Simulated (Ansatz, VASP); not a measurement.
# NaI: VASP beside Ansatz

```xyz
2
Lattice="0.0000 3.2147 3.2147 3.2147 0.0000 3.2147 3.2147 3.2147 0.0000" Properties=species:S:1:pos:R:3 pbc="T T T"
I     3.2147    3.2147    3.2147
Na    0.0000    0.0000    0.0000
```

Change from the starting cell: volume scaled by 0.98.

Alike in both runs: task single point; functional LDA; k mesh 7 × 7 × 7; occupations fermi-dirac, width 0.05 eV; no spin polarisation.

|  | VASP | Ansatz |
| --- | --- | --- |
| version | VASP 6.6.1 | Ansatz 0.2.0 |
| potentials or method | VASP PAW LDA potentials, release 64 (I, Na_pv), cutoff 520 eV | all-electron LAPW, scalar-relativistic |

|  | VASP | Ansatz | Ansatz less VASP |
| --- | --- | --- | --- |
| gap on the k mesh at the Fermi level (eV) | 3.40 | 3.39 | -0.014 |
| least direct gap on the mesh (eV) | 3.40 | 3.39 | -0.014 |
| pressure (GPa) | -1.4 | -1.4 | -0.01 |

Ansatz ran all-electron here, so the differences hold the error of VASP's frozen core and of both bases.

Caveats: spin-orbit coupling is left out, which moves the levels of the heavy elements.
